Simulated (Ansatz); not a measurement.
# GaN: a surface, (10-10), 4 layers, part 2 of 3

What do the surfaces of GaN (10-10), 4 layers cost, and how tightly do they hold an electron? Methods of the runs shown: PAW. Its runs: bulk cell relaxed (PAW); bulk in the slab's orientation (PAW); the reference run (PAW); atoms relaxed (PAW); no images along the normal (PAW); core holes in 2p of Ga (PAW).

Ansatz 0.2.0; DFT PBE; a cell built from a prototype (wurtzite type), not taken from measurement.

## (6) Slab as cut, PAW

input.yaml reads:

```yaml
crystal:
  lattice:
    - [3.2181862426, 0.0, 0.0]
    - [0.0, 5.2428332618, 0.0]
    - [0.0, 0.0, 19.716]
  atoms:
    - { symbol: Ga, position: [0.0, 0.061647775, 0.405760768] }
    - { symbol: "N", position: [0.0, 0.438352225, 0.405760768] }
    - { symbol: Ga, position: [0.5, 0.561647775, 0.4528803843] }
    - { symbol: "N", position: [0.5, 0.938352225, 0.4528803843] }
    - { symbol: Ga, position: [0.5, 0.061647775, 0.5471196157] }
    - { symbol: "N", position: [0.5, 0.438352225, 0.5471196157] }
    - { symbol: Ga, position: [0.0, 0.561647775, 0.594239232] }
    - { symbol: "N", position: [0.0, 0.938352225, 0.594239232] }
kpoints:
  mp_grid: { grid: [8, 5, 1] }
scf:
  occupations: { method: fermi_dirac, width: 0.02 }
hamiltonian:
  xc: pbe
  pseudopotentials: { kind: paw }
output:
  forces: true
  stress: true
  eigenvalues: true
  populations: true
efield:
  axis: 3
  amplitude: 0
  dipole_correction: true
```

Run with:

```console
> ansatz run input.yaml --threads 3 --pin off --max-ram 8192MiB --backend cpu --events-out ev --progress --plain --runs-dir out
```

Log:

```text
Engine: ansatz 0.2.0
Pseudopotentials: kind: paw
Pseudopotential: Ga, paw, valence charge 13, recommended cutoff 420 eV (normal)
Pseudopotential: N, paw, valence charge 5, recommended cutoff 420 eV (normal)
Functional definition: PBE
  parameter kappa = 0.804
  parameter beta = 0.06672455060314922
  exchange = pbe_x(kappa = kappa, mu = beta*pi^2/3)
  correlation = pbe_c(beta = beta)
Crystal: 8 atoms, lattice volume = 332.657 Å³
Basis set: ecut = 420 eV, 6539 PW (Γ), exchange–correlation on 48×72×270 points (8 copies of the dense FFT grid, shifted against one another)
Bands: 44, of which v1, the nominal top of the filled ones, is band 36 counted from 1 (35 counted from 0)
Symmetry: 2 space group operations
k-points: 15 of 40 (time reversal used)
Non-local potential: Ga, projectors of the file, l = 0: 2, l = 1: 2, l = 2: 3, l = 3: 1
Non-local potential: N, projectors of the file, l = 0: 2, l = 1: 2, l = 2: 1
PAW form: soft (Blöchl's): semilocal exchange-correlation on the pseudo side does not see the compensation charge
PAW one-centre angular grid: Ga, 590 points (default); XC on 64 Gauss nodes
PAW one-centre angular grid: N, 110 points (default); XC on 64 Gauss nodes
Initial density: superposition of atomic densities (neutral atoms: chi_scale 0, normalization atom), corrected by the library's trained network
Initial wavefunctions: pseudopotential atomic-orbital guess
Functional: x = pbe(κ = 0.804, μ = 0.2195149727645171), c = pbe(β = 0.06672455060314922)
SCF iter   1: F=—  HF=-16667.519249 eV  |F-HF|=—  |Δ(HF+E_count)|=         —  Δρ=2.03e-3  dr2=2.33e-2  ethr=1.77e-3  p=0.000 e·Å  D=6.53e-14 V/Å  ΔV_dip=-0.00 eV  dr2_dipole=1.61e-9  V_vac-E_F(+/−)=4.54/4.54 eV  ⟨swp⟩=7.7  Hψ=2968  notcnv=0
efield: sawtooth ramp at fractional position 0.9500 (placed from the atoms, in the widest stretch of the axis that holds none; the zero of the levels goes with the place), width 0.1000; the density the first Hamiltonian is built on has a dipole p = 0.000 e·Å; the dipole correction subtracts the counter field D = 6.53e-14 V/Å, which shifts the + side's vacuum level by -0.00 eV against the − side's; the planar-averaged density in the ramp window peaks in size at 2.9e-5 e/Å³
preconditioner: auto → Resta (q_TF=auto, 2.114 Å⁻¹)  ε∞=2.4  [insulator: Δε(μ)=0.322 eV  Ē_g=14.786 eV  σ=0.020 eV  W_gap=1.00  n_scr=44 (ndim 8)  ℏωp=17.3 eV  f_vac=0.651  D(μ)=0.00/eV (n_scr^D=0)  ε∞_Penn≈2.4  vacuum switching on, ρ_ref=1.6e-2 e/Å³]
SCF iter   2: F=—  HF=-16667.518031 eV  |F-HF|=—  |Δ(HF+E_count)|=   1.22e-3  Δρ=1.04e-3  dr2=3.50e-3  ethr=3.23e-5  p=0.000 e·Å  D=9.33e-6 V/Å  ΔV_dip=-0.00 eV  dr2_dipole=4.84e-9  V_vac-E_F(+/−)=4.69/4.69 eV  ⟨swp⟩=3.3  Hψ=1117  notcnv=0  defer=35
SCF iter   3: F=—  HF=-16667.518400 eV  |F-HF|=—  |Δ(HF+E_count)|=   3.68e-4  Δρ=4.86e-4  dr2=7.52e-4  ethr=4.86e-6  p=-0.000 e·Å  D=-5.95e-6 V/Å  ΔV_dip=0.00 eV  dr2_dipole=2.42e-9  V_vac-E_F(+/−)=4.70/4.70 eV  ⟨swp⟩=2.5  Hψ=919  notcnv=0  defer=35
SCF iter   4: F=—  HF=-16667.518852 eV  |F-HF|=—  |Δ(HF+E_count)|=   4.52e-4  Δρ=2.68e-4  dr2=3.49e-4  ethr=1.05e-6  p=0.000 e·Å  D=8.88e-6 V/Å  ΔV_dip=-0.00 eV  dr2_dipole=6.81e-9  V_vac-E_F(+/−)=4.73/4.73 eV  ⟨swp⟩=3.1  Hψ=1017  notcnv=0  defer=35
SCF iter   5: F=—  HF=-16667.518893 eV  |F-HF|=—  |Δ(HF+E_count)|=   4.09e-5  Δρ=7.70e-5  dr2=2.25e-5  ethr=4.85e-7  p=-0.000 e·Å  D=-3.94e-6 V/Å  ΔV_dip=0.00 eV  dr2_dipole=1.81e-9  V_vac-E_F(+/−)=4.74/4.74 eV  ⟨swp⟩=2.5  Hψ=853  notcnv=0  defer=35
SCF iter   6: F=—  HF=-16667.518917 eV  |F-HF|=—  |Δ(HF+E_count)|=   2.43e-5  Δρ=2.82e-5  dr2=2.23e-6  ethr=3.12e-8  p=0.000 e·Å  D=4.98e-6 V/Å  ΔV_dip=-0.00 eV  dr2_dipole=2.90e-9  V_vac-E_F(+/−)=4.75/4.75 eV  ⟨swp⟩=2.2  Hψ=1075  notcnv=0  defer=35
SCF iter   7: F=—  HF=-16667.518919 eV  |F-HF|=—  |Δ(HF+E_count)|=   2.07e-6  Δρ=8.15e-6  dr2=3.32e-7  ethr=3.09e-9  p=-0.000 e·Å  D=-1.92e-5 V/Å  ΔV_dip=0.00 eV  dr2_dipole=4.22e-8  V_vac-E_F(+/−)=4.75/4.75 eV  ⟨swp⟩=2.1  Hψ=938  notcnv=0  defer=35
SCF iter   8: F=—  HF=-16667.518919 eV  |F-HF|=—  |Δ(HF+E_count)|=   2.97e-7  Δρ=9.00e-6  dr2=7.07e-7  ethr=1.39e-10  p=0.000 e·Å  D=3.53e-5 V/Å  ΔV_dip=-0.00 eV  dr2_dipole=1.40e-7  V_vac-E_F(+/−)=4.75/4.75 eV  ⟨swp⟩=15.5  Hψ=3245  notcnv=0
SCF iter   9: F=-16667.518919 eV  HF=-16667.518919 eV  |F-HF|=7.48e-8  |Δ(HF+E_count)|=   4.96e-8  Δρ=3.24e-6  dr2=7.51e-8  ethr=1.39e-10  p=0.000 e·Å  D=1.04e-5 V/Å  ΔV_dip=-0.00 eV  dr2_dipole=1.27e-8  V_vac-E_F(+/−)=4.75/4.75 eV  ⟨swp⟩=4.7  Hψ=2690  notcnv=0
SCF 1 converged in 9 iterations: F = -16667.518919 eV  dr2 = 7.51e-8
SCF converged after 9 iterations
Free energy (F): -16667.518919 eV
Harris-Foulkes:  -16667.518919 eV  (|F-HF|=7.48e-8)
Internal energy: -16667.518917 eV  (E = F + TS)
E sigma→0 (E₀):  -16667.518918 eV
Entropy (-TS):   -0.000002 eV (-0.000 meV/atom)
Fermi energy:    -0.653878 eV
Dipole field:    D = -0.000107 V/Å  (p = -0.000197 e·Å, saw-weighted, corrected)
Work function:   Φ+ = 4.7491 eV   Φ− = 4.7470 eV
Levels:          The Fermi level and band energies are counted from a zero that moves with the ramp; work functions are not
--- Per-component energies (eV) ---
  E_band       = -794.899293
  E_kinetic    = 971.964844
  E_local      = -57248.517230  (includes V_loc(G=0)·N_el)
  E_nonlocal   = 1894.244883
  E_hartree    = 27929.123802
  E_xc         = -509.305001
  E_vxc        = -528.127419  (∫ρ·V_xc dr)
  E_paw        = -8476.630860  (= ΣΔE_a)
  E_vpaw       = -1742.720462  (= ΣTr[D̂ρ^β])
  E_aug_tail   = 0.000147  (compensation charges beyond the density's cutoff)
  E_efield     = 0.000000  (sawtooth field / dipole correction)
  E_vefield    = 0.000000  (∫n·V_field dr)
  E_ewald      = 18771.600498
  E_smearing   = -0.000002  (= −TS)
  E_closure    = 0.000000  (closes the sum)
  Σ components = -16667.518919   (vs F -16667.518919, Δ=0.00e0)
--- Forces (eV/Å), atoms counted from 1 ---
  atom   1  Ga     0.00000000     1.79147733     1.64738563
  atom   2  N      0.00000000    -0.62619836     0.54525276
  atom   3  Ga     0.00000000    -0.67095513    -1.71554911
  atom   4  N      0.00000000    -0.49428683    -1.64134888
  atom   5  Ga     0.00000000    -0.67104457     1.71543902
  atom   6  N      0.00000000    -0.49425830     1.64157784
  atom   7  Ga     0.00000000     1.79155137    -1.64736552
  atom   8  N      0.00000000    -0.62632254    -0.54530147
  max |Σ_I F_I| component: 9.03e-5 eV/Å
--- Stress (GPa, compression-positive) ---
       -0.666345       0.000000       0.000000
        0.000000      -3.184704      -0.000005
        0.000000      -0.000005      -0.919742
  P = ⅓ Tr σ = -1.5903 GPa (-15.903 kbar)
--- Band table (eV; the first three rows and the last of 15) ---
  k-point 0: bands = ["-16.7708", "-16.4501", "-15.5999", "-15.5919", "-15.1963", "-15.1942", "-15.1228", "-15.1048", "-15.0543", "-15.0454", "-14.9975", "-14.9941", "-14.7360", "-14.6539", "-14.2775", "-14.2404", "-14.2385", "-14.2265", "-14.1420", "-14.1404", "-14.1141", "-13.5666", "-12.8173", "-12.2502", "-7.5096", "-7.0147", "-5.3274", "-5.0915", "-3.4402", "-2.9220", "-2.6969", "-1.7770", "-1.7428", "-1.3554", "-1.2821", "-0.8405", "-0.4675", "0.9154", "3.3922", "3.5663", "4.0242", "4.2861", "4.4464", "4.7664"]
  k-point 1: bands = ["-16.7120", "-16.4541", "-15.5701", "-15.5647", "-15.1965", "-15.1948", "-15.1184", "-15.1034", "-15.0507", "-15.0441", "-14.9954", "-14.9928", "-14.7182", "-14.6499", "-14.2731", "-14.2415", "-14.2414", "-14.2185", "-14.1463", "-14.1392", "-14.1180", "-13.5116", "-13.1304", "-12.4421", "-7.0333", "-6.9624", "-5.4808", "-4.7578", "-3.3284", "-2.7436", "-2.7125", "-2.6837", "-1.6627", "-1.3585", "-1.1513", "-0.9544", "0.0164", "0.9170", "3.3614", "3.5187", "3.8425", "4.0745", "4.6204", "4.9355"]
  k-point 2: bands = ["-16.5864", "-16.4892", "-15.5179", "-15.5174", "-15.1966", "-15.1959", "-15.1058", "-15.0999", "-15.0472", "-15.0453", "-14.9918", "-14.9909", "-14.6599", "-14.6377", "-14.2449", "-14.2440", "-14.2088", "-14.2002", "-14.1379", "-14.1332", "-14.1260", "-13.7867", "-13.2342", "-12.8602", "-6.8089", "-6.2956", "-5.5921", "-4.2270", "-3.4966", "-3.0456", "-2.7659", "-2.6328", "-1.6232", "-1.4032", "-1.2823", "-1.2135", "0.4562", "0.7657", "3.4738", "3.5376", "4.0450", "4.3198", "4.8543", "5.2621"]
  k-point 14: bands = ["-16.4152", "-16.3647", "-15.4805", "-15.4791", "-15.1718", "-15.1693", "-15.1308", "-15.1293", "-15.0240", "-15.0222", "-14.7035", "-14.6894", "-14.6305", "-14.5943", "-14.2590", "-14.2572", "-14.2221", "-14.2078", "-14.1139", "-14.1073", "-13.2662", "-13.0447", "-12.3653", "-12.2663", "-7.3654", "-7.3414", "-7.0185", "-6.6867", "-4.0520", "-3.7083", "-3.1272", "-3.0810", "-2.8257", "-2.6479", "-1.2633", "-1.1902", "0.9009", "1.2257", "3.5148", "3.8840", "4.6288", "4.7191", "6.2628", "6.5470"]
--- Löwdin populations: 8 sites ---
  site symbol       q [e]
     0     Ga     12.2080
     1      N      5.7199
     2     Ga     12.2483
     3      N      5.7175
     4     Ga     12.2483
     5      N      5.7175
     6     Ga     12.2080
     7      N      5.7200
  spilling = 0.002950 (of n_electrons = 72.000000)
```

Wall time 7.7 s (3 threads of Intel Xeon Platinum 8488C (Sapphire Rapids), shared host); peak memory 0.72 GiB.

In short: gap on the k mesh 0.37 eV; largest force 2.434 eV/Å; work function 4.75 eV.

## (7) Atoms relaxed, PAW

input.yaml, as its differences from that of step 6:

```diff
@@ -25,3 +25,5 @@
   eigenvalues: true
-  populations: true
+relax:
+  f_tol: 0.01
+  max_steps: 40
 efield:
```

Run with:

```console
> ansatz run input.yaml --threads 3 --pin off --max-ram 8192MiB --backend cpu --events-out ev --progress --plain --runs-dir out
```

Log, shortened:

```text
Warning: output.stress: scf.convergence.dr2_threshold = 1e-7 eV (the SCF's general default) is looser than the 8e-10 eV advised for a printed stress (1e-10 eV for each atom of the cell: 8). What an SCF threshold leaves in a stress goes as its square root, and in the free energy as the [...]
[... 4 set-up lines as earlier in the session ...]
[...]
Crystal: 8 atoms, lattice volume = 332.657 Å³
[...]
relax step   2: F+E_penalty+E_count = -16668.28142795 eV  Δ(F+E_penalty+E_count) = -7.625e-1 eV  max|allowed force component| = 1.216e0 eV/Å  Δτ_max = 0.1954 Å  (6 SCF iters, dr2 threshold 1.00e-4 eV, accepted)
[...]
relax step   3: F+E_penalty+E_count = -16668.65065424 eV  Δ(F+E_penalty+E_count) = -3.692e-1 eV  max|allowed force component| = 5.590e-1 eV/Å  Δτ_max = 0.1709 Å  (6 SCF iters, dr2 threshold 9.24e-5 eV, accepted)
[...]
SCF iter   5: F=—  HF=-16668.708411 eV  |F-HF|=—  |Δ(HF+E_count)|=   3.80e-5  Δρ=1.72e-4  dr2=8.50e-5  ethr=7.85e-7  p=-0.000 e·Å  D=-1.96e-5 V/Å  ΔV_dip=0.00 eV  dr2_dipole=2.30e-10  V_vac-E_F(+/−)=4.82/4.82 eV  ⟨swp⟩=2.7  Hψ=1010  notcnv=0  defer=41
```

[end of part 2 of 3]
